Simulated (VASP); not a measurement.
# Sb (P2_1/m) in VASP: settings compared

Aim: see how the results for Sb move with the level of theory and the settings. Levels: PBEsol, PBE. Tasks: equation of state.

All numbers are computed with VASP 6.6.1; they aren't measurements. Logs are shortened: lines on timing, memory, paths and dates and some standing lists are left out, and cuts for length are marked.

## Step 1: Starting point

Symmetry: P2_1/m, No. 11, monoclinic system. Conventional cell: a = 3.122 Å, b = 4.348 Å, c = 4.406 Å, α = 90.00°, β = 90.51°, γ = 90.00°. Sb (site symmetry m) has 6 Sb at 3.04 to 3.15 Å as nearest neighbours.

This isn't the form of Sb at room conditions, which is rhombohedral.

## Step 2: Equation of state, PBEsol, 28.11 Å³/atom (volume scaled by 0.94)

INCAR reads:

```
SYSTEM = Sb
ALGO     = Normal         ! electronic algorithm
EDIFF    = 1E-7           ! SCF threshold, eV
ENCUT    = 520            ! plane-wave cutoff, eV
GGA      = PS             ! functional
ISIF     = 2              ! what is computed and relaxed
ISMEAR   = -1             ! smearing method
LASPH    = .True.         ! aspherical terms in the spheres
LCHARG   = .False.        ! write CHGCAR
LREAL    = .False.        ! projectors in reciprocal space
LWAVE    = .False.        ! write WAVECAR
NBANDS   = 12             ! bands
NELM     = 60             ! most SCF steps
PREC     = Accurate       ! precision mode
SIGMA    = 0.05           ! smearing width, eV
```

KPOINTS reads:

```
k-points
0
Gamma
  9 6 6
  0 0 0
```

POSCAR reads:

```
Sb
1.0
    3.0586616250      0.0000000000      0.0000000000
    0.0000000000      4.2587682402      0.0000000000
   -0.0381205934      0.0000000000      4.3159114163
Sb
2
Direct
    0.0113890000      0.2500000000      0.2411660000
    0.9886110000      0.7500000000      0.7588340000
```

Potentials or basis: VASP PAW PBE potentials, release 64 (Sb).

Launch:

```bash
$ cat potpaw_PBE.64/Sb/POTCAR > POTCAR
$ mpirun -np 1 vasp_std > vasp.out
```

OUTCAR:

```text
SYSTEM = Sb
   EDIFF = 1E-7
   ENCUT = 520
   GGA = PS
   ISIF = 2
   ISMEAR = -1
   LASPH = .True.
   LREAL = .False.
   NELM = 60
   PREC = Accurate

 Found    112 irreducible k-points:

 Following reciprocal coordinates:
            Coordinates               Weight
  0.000000  0.000000  0.000000      1.000000
  0.111111  0.000000  0.000000      2.000000
  0.222222  0.000000  0.000000      2.000000
  0.333333  0.000000  0.000000      2.000000
  0.444444  0.000000  0.000000      2.000000
  0.000000  0.166667  0.000000      2.000000
   k-points           NKPTS =    112   k-points in BZ     NKDIM =    112   number of bands    NBANDS=     12
   number of dos      NEDOS =    301   number of ions     NIONS =      2
   total plane-waves  NPLWV =  24576
   dimension x,y,z NGX =    24 NGY =   32 NGZ =   32
   dimension x,y,z NGXF=    48 NGYF=   64 NGZF=   64
   ions per type =               2
   NGX,Y,Z   is equivalent  to a cutoff of  13.04, 12.49, 12.33 a.u.
   NGXF,Y,Z  is equivalent  to a cutoff of  26.09, 24.98, 24.65 a.u.
 SYSTEM =  Sb
   PREC   = accura    normal or accurate (medium, high low for compatibility)
   ISTART =      0    job   : 0-new  1-cont  2-samecut
   ICHARG =      2    charge: 1-file 2-atom 10-const
   ISPIN  =      1    spin polarized calculation?
   LNONCOLLINEAR =      F non collinear calculations
   LSORBIT =      F    spin-orbit coupling
   LASPH  =      T    aspherical Exc in radial PAW
   ENCUT  =  520.0 eV  38.22 Ry    6.18 a.u.   5.69  7.92  8.03*2*pi/ulx,y,z
   NELM   =     60;   NELMIN=  2; NELMDL= -5     # of ELM steps
   EDIFF  = 0.1E-06   stopping-criterion for ELM
   LREAL  =      F    real-space projection
   EDIFFG = 0.1E-05   stopping-criterion for IOM
   NSW    =      0    number of steps for IOM
   IBRION =     -1    ionic relax: 0-MD 1-quasi-New 2-CG
   NFREE  =      0    steps in history (QN), initial steepest desc. (CG)
   ISIF   =      2    stress and relaxation
   ISYM   =      2    0-nonsym 1-usesym 2-fastsym
   POTIM  = 0.5000    time-step for ionic-motion
   TEBEG  =    0.0;   TEEND  =   0.0 temperature during run
   PSTRESS=    0.0 pullay stress
   NELECT =      10.0000    total number of electrons
   NUPDOWN=      -1.0000    fix difference up-down
   EMIN   =  10.00;   EMAX   =-10.00  energy-range for DOS
   EFERMI =   0.00;   METHOD = LEGACY
   ISMEAR =    -1;   SIGMA  =   0.05  broadening in eV -4-tet -1-fermi 0-gaus
   EFERMI_NEDOS =   21; number of points for ismear=-14 and -15
   IALGO  =     38    algorithm
   IMIX   =      4    mixing-type and parameters
     AMIX     =   0.40;   BMIX     =  1.00
     AMIX_MAG =   1.60;   BMIX_MAG =  1.00
  volume/ion in A,a.u.               =      28.11       189.69
  Fermi-wavevector in a.u.,A,eV,Ry     =   0.920687  1.739847 11.533185  0.847665
  Thomas-Fermi vector in A             =   2.046021
   LORBIT       =      0    0 simple, 1 ext, 2 COOP (PROOUT), +10 PAW based schemes
   GGA     = PS    functional components
   LHFCALC =     F    Hartree Fock is set to
   AEXX    =    0.0000 exact exchange contribution
   IVDW    =     0    specifies the selected vdW correction
   LEPSILON=     F    determine dielectric tensor
   LRPA    =     F    only Hartree local field effects (RPA)
 non-spin polarized calculation
  energy-cutoff  :      520.00
  volume of cell :       56.22
 maximum number of plane-waves:      1532
   NGX = 11   NGY = 15   NGZ = 17

 number of electron      10.0000001 magnetization

 Free energy of the ion-electron system (eV)
  ---------------------------------------------------
  ext. energy  EPLUGINS =         0.00000000
  ---------------------------------------------------
  free energy    TOTEN  =        -9.04628594 eV

  energy without entropy =       -9.03442893  energy(sigma->0) =       -9.04035743

 E-fermi :   7.9099     XC(G=0): -10.0064

 val. band max:        7.8979311831   @ k =   0.4444   0.3333   0.1667
 cond. band min:       7.9149266735   @ k =  -0.1111   0.3333   0.1667
 fundamental gap:      0.0169954904
 Fermi energy:         7.9098656186

 k-point     1 :       0.0000    0.0000    0.0000
  band No.  band energies     occupation
      1      -5.1328      2.00000
      2       0.4522      2.00000
      3       3.8917      2.00000
      4       4.0334      2.00000
      5       9.6077      0.00000
      6      10.9882      0.00000
      7      11.2302      0.00000
      8      11.3468      0.00000
      9      14.6070      0.00000
     10      14.8388      0.00000
     11      15.5793      0.00000
     12      16.3139      0.00000

 k-point     2 :       0.1111    0.0000    0.0000
  band No.  band energies     occupation
      1      -4.9463      2.00000
      2       0.6456      2.00000
      3       4.0660      2.00000
      4       4.2076      2.00000
      5       9.0236      0.00000
      6       9.7819      0.00000
      7      11.4154      0.00000
      8      11.5304      0.00000
      9      13.9070      0.00000
     10      14.9826      0.00000
     11      15.7560      0.00000
     12      17.5606      0.00000

 k-point     3 :       0.2222    0.0000    0.0000
  band No.  band energies     occupation
      1      -4.4000      2.00000
      2       1.2244      2.00000
      3       4.5567      2.00000
      4       4.6985      2.00000
      5       6.1896      2.00000
      6      10.2985      0.00000
      7      11.1428      0.00000
      8      11.9351      0.00000
      9      12.0535      0.00000
     10      15.4079      0.00000
     11      15.8836      0.00000
     12      16.0452      0.00000

 k-point     4 :       0.3333    0.0000    0.0000
  band No.  band energies     occupation
      1      -3.5612      2.00000
      2       2.1651      2.00000
      3       3.7007      2.00000
      4       5.2469      2.00000
      5       5.3848      2.00000
      6       8.5122      0.00001
      7      11.1299      0.00000
      8      12.6487      0.00000
      9      12.7654      0.00000
     10      13.8761      0.00000
     11      14.0349      0.00000
     12      16.0879      0.00000

 k-point     5 :       0.4444    0.0000    0.0000
  band No.  band energies     occupation
      1      -2.7203      2.00000
      2       1.9914      2.00000
      3       3.3088      2.00000
      4       5.8224      2.00000
      5       5.9613      2.00000
      6       6.5010      2.00000
      7      12.0842      0.00000
      8      12.5782      0.00000
      9      12.7013      0.00000
     10      13.3456      0.00000
     11      13.4644      0.00000
     12      14.7638      0.00000

 k-point     6 :       0.0000    0.1667    0.0000
  band No.  band energies     occupation
      1      -4.9136      2.00000
      2      -0.3479      2.00000
      3       4.1596      2.00000
      4       4.5376      2.00000
      5       9.9095      0.00000
      6      10.1085      0.00000
      7      10.6535      0.00000
      8      11.2087      0.00000
      9      14.8102      0.00000
     10      15.3722      0.00000
     11      16.4618      0.00000
     12      17.5229      0.00000

 [... further k-points ...]

------------------------ aborting loop because EDIFF is reached ----------------------------------------

  FORCE on cell =-STRESS in cart. coord.  units (eV):
  Direction    XX          YY          ZZ          XY          YZ          ZX
  --------------------------------------------------------------------------------------
  -------------------------------------------------------------------------------------
  Total        0.5194982      0.5003747      0.6173979      0.0000000      0.0000000      0.0383920
  in kB       14.8049406     14.2599491     17.5949399      0.0000000      0.0000000      1.0941153
  external PRESSURE =      15.5532766 kB  Pullay stress =       0.0000000 kB

 VOLUME and BASIS-vectors are now :
 -----------------------------------------------------------------------------
  energy-cutoff  :      520.00
  volume of cell :       56.22
      direct lattice vectors                 reciprocal lattice vectors
     3.058661625  0.000000000  0.000000000     0.326940382  0.000000000  0.002887724
     0.000000000  4.258768240  0.000000000     0.000000000  0.234809678  0.000000000
    -0.038120593  0.000000000  4.315911416     0.000000000  0.000000000  0.231700770

 POSITION                                       TOTAL-FORCE (eV/Angst)
 -----------------------------------------------------------------------------------
      0.02564      1.06469      1.04085        -0.024013     -0.000000      0.150987
      2.99490      3.19408      3.27506         0.024013      0.000000     -0.150987
 -----------------------------------------------------------------------------------
    total drift:                                0.000000     -0.000000      0.000000

  FREE ENERGIE OF THE ION-ELECTRON SYSTEM (eV)
  ---------------------------------------------------
  free  energy   TOTEN  =        -9.0462859363 eV

  energy  without entropy=       -9.0344289267  energy(sigma->0) =       -9.04035743
```

stdout:

```text
POSCAR found type information on POSCAR Sb
 POSCAR found :  1 types and       2 ions
 scaLAPACK will be used
 -----------------------------------------------------------------------------
|                                                                             |
|                                                                             |
|     You enforced a specific xc type in the INCAR file but a different       |
|     I HOPE YOU KNOW WHAT YOU ARE DOING!                                     |
|                                                                             |
 -----------------------------------------------------------------------------

 LDA part: xc-table for (Slater+PW92), standard interpolation
 POSCAR, INCAR and KPOINTS ok, starting setup
 FFT: planning ... GRIDC
 FFT: planning ... GRID_SOFT
 FFT: planning ... GRID
 WAVECAR not read
 entering main loop
```

Run time: 16 s. Hardware: 1 thread of Intel Xeon 6975P-C (Granite Rapids), shared host; peak memory 0.2 GiB.

What came out:

| Quantity | Value |
| --- | --- |
| Free energy | -9.0463 eV |
| Pressure | 1.6 GPa |
| Largest force | 0.153 eV/Å |
| Band gap on the k mesh | none (metal or under the smearing width) |

Caveat: the PAW data sets were made with another functional, which shifts forces and pressure a little.

(Part 1 of 2 ends here.)
